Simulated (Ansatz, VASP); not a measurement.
**Ag in VASP and in Ansatz**

```
CELL_PARAMETERS angstrom
2.96856 0.00000 0.00000
-1.48428 2.57085 0.00000
0.00000 0.00000 4.85303
ATOMIC_POSITIONS crystal
Ag 0.66667 0.33333 0.75000
Ag 0.33333 0.66667 0.25000
```

Change from the starting cell: volume scaled by 1.04.

Alike in both runs: task single point; functional PBE; k mesh 10 × 10 × 6; occupations fermi-dirac, width 0.05 eV; no spin polarisation.

```csv
,VASP,Ansatz
version,VASP 6.6.1,Ansatz 0.2.0
potentials or method,"VASP PAW PBE potentials, release 64 (Ag), cutoff 520 eV","all-electron LAPW, scalar-relativistic"
```

```csv
,VASP,Ansatz,Ansatz less VASP
gap on the k mesh at the Fermi level (eV),none,none,-
pressure (GPa),-2.7,-2.7,+0.01
largest component of the traceless stress (GPa),0.43,0.43,-0.005
```

A gap of «none» marks a metal or a gap that the smearing closes. Ansatz ran all-electron here, so the differences hold the error of VASP's frozen core and of both bases.
